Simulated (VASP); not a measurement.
# A VASP 6.6.1 single-point calculation on SnSe

INCAR

```
GGA = PE
LDAU = .TRUE.
LASPH = .TRUE.
EDIFF = 1E-7
LDAUU = 4 4 4
LDAUL = 2 2 2
SIGMA = 0.02
ISIF = 2
ISMEAR = -1
IBRION = -1
ENCUT = 520
LWAVE = .FALSE.
LREAL = .FALSE.
NBANDS = 17
LDAUTYPE = 2
NSW = 0
PREC = Accurate
NELM = 65
LCHARG = .FALSE.
```

KPOINTS

```
KPOINTS created by Atomic Simulation Environment
0
Gamma
6 6 6
0 0 0
```

POSCAR

```
Sn Se
 1.0000000000000000
     0.0000000000000000    3.3639842963000000    3.4558210676000001
     3.3639842963000000    0.0000000000000000    3.4558210676000001
     3.3639842963000000    3.3639842963000000    0.0000000000000000
 Sn  Se
   1   1
Cartesian
  0.0000000000000000  0.0000000000000000  0.0000000000000000
  1.6819921481500002  1.6819921481500002  1.7279105337999998
```

The recommended PBE PAW datasets give the neutral cell 20 valence electrons.

Command

```
mpirun -np 1 vasp_std
```

OSZICAR

```
N       E                     dE             d eps       ncg     rms          rms(c)
DAV:   1     0.131946072728E+03    0.13195E+03   -0.97281E+03  1032   0.128E+03
DAV:   2     0.666433747731E+01   -0.12528E+03   -0.12196E+03  1100   0.317E+02
DAV:   3    -0.765501494407E+01   -0.14319E+02   -0.14229E+02  1242   0.988E+01
DAV:   4    -0.805199901190E+01   -0.39698E+00   -0.39674E+00  1182   0.180E+01
DAV:   5    -0.806371324066E+01   -0.11714E-01   -0.11714E-01  1391   0.304E+00    0.323E+00
DAV:   6    -0.771387968955E+01    0.34983E+00   -0.99922E-01  1422   0.488E+00    0.192E+00
DAV:   7    -0.771321046751E+01    0.66922E-03   -0.11965E-01  1060   0.141E+00    0.102E+00
DAV:   8    -0.771659595121E+01   -0.33855E-02   -0.15309E-02  1157   0.103E+00    0.128E-01
DAV:   9    -0.771660906998E+01   -0.13119E-04   -0.41476E-03  1149   0.405E-01    0.890E-02
DAV:  10    -0.771710256309E+01   -0.49349E-03   -0.72564E-04  1077   0.140E-01    0.232E-02
DAV:  11    -0.771719891565E+01   -0.96353E-04   -0.11613E-04  1162   0.585E-02    0.771E-03
DAV:  12    -0.771720713329E+01   -0.82176E-05   -0.97844E-06  1117   0.285E-02    0.252E-03
DAV:  13    -0.771720907074E+01   -0.19375E-05   -0.32715E-06  1093   0.893E-03    0.196E-03
DAV:  14    -0.771720914305E+01   -0.72314E-07   -0.40343E-07  1143   0.535E-03
   1 F= -.77172091E+01 E0= -.77171497E+01  d E =-.118915E-03
```

Standard output (part)

```
POSCAR found type information on POSCAR SnSe
 POSCAR found :  2 types and       2 ions
 LDA part: xc-table for (Slater+PW92), standard interpolation
 POSCAR, INCAR and KPOINTS ok, starting setup
 WAVECAR not read
 entering main loop
```

It converged. Results: gap between bands v and c on the k mesh 0.15 eV; least direct gap on the k mesh 0.67 eV; pressure -0.5 GPa. Band v is the last that the valence electrons fill when counted band by band, and c is the next.

Question: What is wrong with this input?

Answer: Wrong count of Hubbard values. On sound settings PBE gives a gap of 0.14 eV on its mesh and a pressure of -0.1 GPa for the intended cell. This run's energy (σ→0) differs from it by 19 meV an atom.
